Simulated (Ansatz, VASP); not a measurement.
## Cross-check of NaCl between VASP and Ansatz

Wanted: the spread between two codes on one cell, functional and k mesh.

Calculated with Ansatz 0.2.0; plane waves, with VASP 6.6.1 beside it; single point at LDA.

## 1. The structure

The structure is cubic, space group Pm-3m (No. 221). Conventional cell: a = 2.860 Å, b = 2.860 Å, c = 2.860 Å, α = 90.00°, β = 90.00°, γ = 90.00°. Nearest to Cl lie 8 Na at 2.48 Å. Nearest to Na lie 8 Cl at 2.48 Å. Farther neighbours and most contacts between anions are not listed.

## 2. Ansatz: single point, LDA

Ansatz runs on its default PAW (the set named soft_2) files.

With cell and atoms fixed, the geometry can't cause a difference; cores, projectors, grids and the points listed under the comparison can.

The input, input.yaml:

```yaml
crystal:
  lattice:
    - [2.86, 0.0, 0.0]
    - [0.0, 2.86, 0.0]
    - [0.0, 0.0, 2.86]
  atoms:
    - { symbol: Cl, position: [0.5, 0.5, 0.5] }
    - { symbol: Na, position: [0.0, 0.0, 0.0] }
hamiltonian:
  xc: lda
  pseudopotentials: { kind: paw }
kpoints:
  mp_grid: { grid: [7, 7, 7] }
scf:
  occupations: { method: gaussian, width: 0.01 }
  n_extra_bands: 4
output:
  forces: true
  stress: true
  eigenvalues: true
```

The run is started by

```bash
$ ansatz run input.yaml --threads 2 --pin off --max-ram 4608MiB --backend cpu --events-out ev --progress --plain --runs-dir out
```

Numbers of over 12 decimals in the logs are rounded to 6 here.

The log of the run:

```text
scf.n_extra_bands = 4 over 8 filled bands (N_el = 16.0): the run solves 12 bands
Engine: ansatz 0.2.0, aarch64-unknown-linux-gnu
Pseudopotentials: kind: paw
Pseudopotential: Cl, paw, valence charge 7, recommended cutoff 420 eV (normal), Cl.paw.azcp
Pseudopotential: Na, paw, valence charge 9, recommended cutoff 420 eV (normal), Na.paw.azcp
Functional definition: SPW92
  exchange = slater_x
  correlation = pw_c
Crystal: 2 atoms, lattice volume = 23.394 Å³
Basis set: ecut = 420 eV, 461 PW (Γ)
Bands: 12, of which v1, the nominal top of the filled ones, is band 8 counted from 1 (7 counted from 0)
Symmetry: 48 space group operations
Space group: Pm-3m (ITA 221), of the structure as read, at distance tolerance 2.9e-5 Å
k-points: 20 of 343
Non-local potential: Cl, projectors of the file, l = 0: 2, l = 1: 2, l = 2: 2
Non-local potential: Na, projectors of the file, l = 0: 3, l = 1: 2, l = 2: 1
PAW form: soft (Blöchl's): semilocal exchange-correlation on the pseudo side does not see the compensation charge
PAW frozen core: Cl, regenerated for the run's functional, and the local potential with it (the file was generated under x = pbe(κ = 0.804, μ = 0.219515), c = pbe(β = 0.066725))
PAW frozen core: Na, regenerated for the run's functional, and the local potential with it (the file was generated under x = pbe(κ = 0.804, μ = 0.219515), c = pbe(β = 0.066725))
PAW one-centre angular grid: Cl, 110 points (default); XC on 64 Gauss nodes
PAW one-centre angular grid: Na, 110 points (default); XC on 64 Gauss nodes
Initial density: superposition of atomic densities (neutral atoms: chi_scale 0, normalization atom), corrected by the library's trained network
Initial wavefunctions: pseudopotential atomic-orbital guess
Functional: x = slater, c = lda
SCF iter   1: F=—  HF=-2512.493812 eV  |F-HF|=—  |Δ(HF+E_count)|=         —  Δρ=1.12e-2  dr2=1.38e-2  ethr=1.77e-3  ⟨swp⟩=6.2  Hψ=1518  notcnv=0
preconditioner: auto → none  [insulator: Δε(μ)=4.512 eV  Ē_g=23.254 eV  σ=0.010 eV  W_gap=1.00  n_scr=6 (ndim 8)  ℏωp=28.7 eV  f_vac=0.000  D(μ)=0.00/eV (n_scr^D=0)  ε∞_Penn≈2.5]
SCF iter   2: F=—  HF=-2512.484657 eV  |F-HF|=—  |Δ(HF+E_count)|=   9.15e-3  Δρ=3.82e-3  dr2=2.08e-3  ethr=8.65e-5  ⟨swp⟩=2.0  Hψ=636  notcnv=0
SCF iter   3: F=—  HF=-2512.483916 eV  |F-HF|=—  |Δ(HF+E_count)|=   7.41e-4  Δρ=9.57e-4  dr2=1.19e-4  ethr=1.30e-5  ⟨swp⟩=3.0  Hψ=475  notcnv=0
SCF iter   4: F=—  HF=-2512.483872 eV  |F-HF|=—  |Δ(HF+E_count)|=   4.45e-5  Δρ=2.42e-4  dr2=7.23e-6  ethr=7.41e-7  ⟨swp⟩=2.0  Hψ=393  notcnv=0
SCF iter   5: F=—  HF=-2512.483874 eV  |F-HF|=—  |Δ(HF+E_count)|=   2.04e-6  Δρ=8.90e-5  dr2=1.20e-6  ethr=4.52e-8  ⟨swp⟩=1.0  Hψ=240  notcnv=0
SCF iter   6: F=-2512.483874 eV  HF=-2512.483874 eV  |F-HF|=1.20e-8  |Δ(HF+E_count)|=   2.97e-7  Δρ=1.47e-5  dr2=3.27e-8  ethr=6.25e-10  ⟨swp⟩=3.0  Hψ=832  notcnv=0
SCF 1 converged in 6 iterations: F = -2512.483874 eV  dr2 = 3.27e-8
  greatest PAW one-centre occupation: 1.000 electrons in one spin orbital (limit 2), on the Na atom at site 1 (counted from 0), in its partial waves of l = 1
SCF converged after 6 iterations
Free energy (F): -2512.483874 eV
Harris-Foulkes:  -2512.483874 eV  (|F-HF|=1.20e-8)
Internal energy: -2512.483874 eV  (E = F + TS)
E sigma→0 (E₀):  -2512.483874 eV
Fermi energy:    12.304327 eV
--- Per-component energies (eV) ---
  E_band       = -127.212102
  E_kinetic    = 294.968662
  E_local      = -1153.096851  (includes V_loc(G=0)·N_el)
  E_nonlocal   = 148.740317
  E_hartree    = 399.480389
  E_xc         = -149.901547
  E_vxc        = -178.702571  (∫ρ·V_xc dr)
  E_paw        = -870.089049  (= ΣΔE_a)
  E_vpaw       = -38.083037  (= ΣTr[D̂ρ^β])
  E_aug_tail   = 0.000118  (compensation charges beyond the density's cutoff)
  E_ewald      = -1182.917293
  E_core_change = 0.331382  (= ΣΔE_core)
  E_smearing   = -0.000000  (= −TS)
  E_closure    = -0.000000  (closes the sum)
  Σ components = -2512.483874   (vs F -2512.483874, Δ=0.00e0)
--- Forces (eV/Å), atoms counted from 1 ---
  atom   1  Cl     0.00000000     0.00000000     0.00000000
  atom   2  Na    -0.00000000     0.00000000     0.00000000
  max |Σ_I F_I| component: 6.25e-31 eV/Å
--- Stress (GPa, compression-positive) ---
       54.122636       0.000000       0.000000
        0.000000      54.122636       0.000000
       -0.000000       0.000000      54.122636
  P = ⅓ Tr σ = 54.1226 GPa (541.226 kbar)
--- Band table (eV; the first three rows and the last of 20) ---
  k-point 0: bands = [... 4 lower, -6.8300, 8.8199, 8.8199, 8.8199, 16.4043, 16.4043, 17.0996, 27.0262]
  k-point 1: bands = [... 4 lower, -6.5633, 7.3296, 8.9038, 8.9038, 16.7232, 17.1040, 18.6765, 25.6761]
  k-point 2: bands = [... 4 lower, -5.9017, 4.9341, 9.1034, 9.1034, 17.6263, 17.9640, 22.0153, 23.6878]
  k-point 19: bands = [... 4 lower, -3.4012, 5.3645, 5.3645, 5.4462, 16.1849, 16.3428, 16.3428, 27.4854]
```

Run time: 0.49 s. Hardware: 2 threads of Arm Neoverse V2, shared host; peak memory 0.23 GiB.

The column dr2 measures how far the density is from self-consistency, as an energy; F and HF (Harris–Foulkes) agree once it is small.

The run ends at a pressure of 54.12 GPa.

## 3. VASP: single point, LDA

The same cell, functional (in two slightly different forms), mesh and smearing now go to VASP, with its own data sets and cutoff.

Lines of VASP's logs that name or quote its potential files are left out, and so is its time.

The input, INCAR:

```
SYSTEM = NaCl
PREC = Accurate
ENCUT = 400
EDIFF = 1E-07
NELM = 100
ISMEAR = 0
SIGMA = 0.01
LREAL = .FALSE.
ALGO = Normal
GGA = CA
NBANDS = 13
LORBIT = 11
LWAVE = .FALSE.
LCHARG = .FALSE.
KPAR = 4
```

The input, POSCAR:

```
NaCl
1.0
    2.8600000000      0.0000000000      0.0000000000
    0.0000000000      2.8600000000      0.0000000000
    0.0000000000      0.0000000000      2.8600000000
Cl Na
1 1
Direct
    0.5000000000      0.5000000000      0.5000000000
    0.0000000000      0.0000000000      0.0000000000
```

The input, KPOINTS:

```
Automatic mesh
0
Gamma
7 7 7
0 0 0
```

PAW data sets: Cl and Na_pv (PBE family, release 64).

The run is started by

```bash
$ mpirun -np 4 vasp_std
```

The log of the run:

```text
[banner, memory and clock lines left out]
running    4 mpi-ranks, on    1 nodes
 distrk:  each k-point on    1 cores,    4 groups
 distr:  one band on    1 cores,    1 groups

 POSCAR found type information on POSCAR ClNa
 POSCAR found :  2 types and       2 ions
|                                                                             |
|               ----> ADVICE to this user running VASP <----                  |
|                                                                             |
|     You enforced a specific xc type in the INCAR file but a different       |
|     [... a line on the potential file left out ...]
|     I HOPE YOU KNOW WHAT YOU ARE DOING!                                     |
|                                                                             |

 LDA part: xc-table for (Slater(with rela. corr.)+CA(PZ))
 , standard interpolation
 POSCAR, INCAR and KPOINTS ok, starting setup
 FFT: planning ... GRIDC
 FFT: planning ... GRID_SOFT
 FFT: planning ... GRID
 WAVECAR not read
 entering main loop
       N       E                     dE             d eps       ncg     rms          rms(c)
DAV:   1     0.882614435796E+02    0.88261E+02   -0.63330E+03   559   0.106E+03
DAV:   2    -0.140217031691E+01   -0.89664E+02   -0.83900E+02   570   0.297E+02
DAV:   3    -0.580727530838E+01   -0.44051E+01   -0.43853E+01   670   0.620E+01
DAV:   4    -0.585515807140E+01   -0.47883E-01   -0.47871E-01   570   0.654E+00
DAV:   5    -0.585594025094E+01   -0.78218E-03   -0.78216E-03   645   0.846E-01    0.598E+00
DAV:   6    -0.560540101746E+01    0.25054E+00   -0.24707E-01   703   0.820E+00    0.370E+00
DAV:   7    -0.555730302598E+01    0.48098E-01   -0.10986E-01   770   0.432E+00    0.156E+00
DAV:   8    -0.555417188094E+01    0.31311E-02   -0.90480E-03   605   0.118E+00    0.216E-01
DAV:   9    -0.555402874414E+01    0.14314E-03   -0.34418E-04   662   0.350E-01    0.474E-02
DAV:  10    -0.555402760768E+01    0.11365E-05   -0.22042E-05   689   0.908E-02    0.101E-02
DAV:  11    -0.555402771445E+01   -0.10677E-06   -0.28351E-06   634   0.219E-02    0.421E-03
DAV:  12    -0.555402768862E+01    0.25834E-07   -0.10510E-07   410   0.345E-03
   1 F= -.55540277E+01 E0= -.55540277E+01  d E =-.367983E-12
```

OUTCAR, selected parts (step 3):

```text
ion  position               nearest neighbor table
   1  0.500  0.500  0.500-   2 2.48   2 2.48   2 2.48   2 2.48   2 2.48   2 2.48   2 2.48   2 2.48

  LATTYP: Found a simple cubic cell.
 ALAT       =     2.8600000000

 Subroutine GETGRP returns: Found 48 space group operations
 (whereof 48 operations were pure point group operations)

The static configuration has the point symmetry O_h .

 Found     20 irreducible k-points:

   k-points           NKPTS =     20   k-points in BZ     NKDIM =     20   number of bands    NBANDS=     13

   dimension x,y,z NGX =    20 NGY =   20 NGZ =   20
   dimension x,y,z NGXF=    40 NGYF=   40 NGZF=   40

   ENCUT  =  400.0 eV  29.40 Ry    5.42 a.u.   4.66  4.66  4.66*2*pi/ulx,y,z

   NELECT =      14.0000    total number of electrons

 k-points in reciprocal lattice and weights: Automatic mesh
   0.00000000  0.00000000  0.00000000       0.003
   0.14285714  0.00000000  0.00000000       0.017
   0.28571429  0.00000000  0.00000000       0.017
   0.42857143  0.00000000  0.00000000       0.017
   0.14285714  0.14285714  0.00000000       0.035
   0.28571429  0.14285714  0.00000000       0.070
   0.42857143  0.14285714  0.00000000       0.070
   0.28571429  0.28571429  0.00000000       0.035
   0.42857143  0.28571429  0.00000000       0.070
[...]
0.42857143  0.42857143  0.28571429       0.070
   0.42857143  0.42857143  0.42857143       0.023

 average (electrostatic) potential at core
       1 -88.1204       2 -41.3009

 E-fermi :   6.5732

 k-point     1 :       0.0000    0.0000    0.0000
  band No.  band energies     occupation
    ...
      3     -16.0808      2.00000
      4     -10.3411      2.00000
      5       5.3290      2.00000
      6       5.3290      2.00000
      7       5.3290      2.00000
      8      13.0403      0.00000
      9      13.0403      0.00000
     10      13.6227      0.00000
     11      24.4607      0.00000
     12      24.4607      0.00000
    ...

 k-point     2 :       0.1429    0.0000    0.0000
  band No.  band energies     occupation
    ...
      3     -16.0738      2.00000
      4     -10.0668      2.00000
      5       3.8339      2.00000
      6       5.4127      2.00000
      7       5.4127      2.00000
      8      13.3682      0.00000
      9      13.6928      0.00000
     10      15.2681      0.00000
     11      22.8390      0.00000
     12      22.8390      0.00000
    ...

 k-point     3 :       0.2857    0.0000    0.0000
  band No.  band energies     occupation
    ...
      3     -16.0574      2.00000
      4      -9.3872      2.00000
      5       1.4268      2.00000
      6       5.6122      2.00000
      7       5.6122      2.00000
      8      14.3036      0.00000
      9      14.5437      0.00000
     10      18.6335      0.00000
     11      20.6573      0.00000
     12      20.6573      0.00000
    ...

  Total        7.9854002      7.9854002      7.9854002      0.0000000      0.0000000      0.0000000
  in kB      546.9015684    546.9015684    546.9015684      0.0000000      0.0000000      0.0000000
  external PRESSURE =     546.9015684 kB  Pullay stress =       0.0000000 kB

  energy-cutoff  :      400.00
  volume of cell :       23.39
      direct lattice vectors                 reciprocal lattice vectors
     2.860000000  0.000000000  0.000000000     0.349650350  0.000000000  0.000000000
     0.000000000  2.860000000  0.000000000     0.000000000  0.349650350  0.000000000
     0.000000000  0.000000000  2.860000000     0.000000000  0.000000000  0.349650350

 POSITION                                       TOTAL-FORCE (eV/Angst)
 -----------------------------------------------------------------------------------
      1.43000      1.43000      1.43000         0.000000      0.000000      0.000000
      0.00000      0.00000      0.00000         0.000000      0.000000      0.000000
 -----------------------------------------------------------------------------------
    total drift:                                0.000000      0.000000      0.000000

  FREE ENERGIE OF THE ION-ELECTRON SYSTEM (eV)
  ---------------------------------------------------
  free  energy   TOTEN  =        -5.5540276886 eV

  energy  without entropy=       -5.5540276886  energy(sigma->0) =       -5.55402769

 total charge
# of ion       s       p       d       tot
------------------------------------------
    1        1.595   3.710   0.000   5.305
    2        0.101   6.062   0.000   6.163
--------------------------------------------------
tot          1.696   9.772   0.000  11.468

[... 3 further parts left out ...]
```

The run ends at a pressure of 54.69 GPa.

## 4. Comparison

Known differences besides the potentials themselves: the two LDA forms differ slightly; the data sets hold 16 valence electrons in Ansatz (default PAW (the set named soft_2) files) and 14 in VASP; the cutoff is 420 eV in Ansatz and 400 eV in VASP; Ansatz makes its cores anew for this functional, VASP keeps those of its PBE data sets; VASP's log shows a relativistic correction to its local exchange, Ansatz's none. Total energies have different zeros and are not compared.

Both answers:

| quantity | Ansatz | VASP | difference |
| --- | --- | --- | --- |
| pressure (GPa) | 54.12 | 54.69 | -0.57 |
| gap on the k mesh (eV) | 4.576 | 4.632 | -0.057 |

A gap on the mesh is an upper bound, since the band edges may lie between its points.

## 5. Summary of results

```yaml
difference_in_gap_on_the_k_mesh_single_point_lda: -0.057 eV
difference_in_pressure_single_point_lda: -0.57 GPa
```

What this shows: The difference in gap on the k mesh is -0.057 eV (single point, LDA), within the 0.08 eV picked in this series as the mark of a large difference. How closely two codes agree says nothing of how well the functional describes the real material.

[Lines on the potential files, build, host, timing and source positions are cut from VASP's logs without a mark.]

[Logs are printed without paths, hosts, clocks, repeated set-up lines and the standing remarks that a program may print on its own settings, such as how far it seeks lower states.]

[Hosts, paths, dates, database ids (printed as entryN), source tags and the programs' standing remarks are cut or masked in the printed files.]
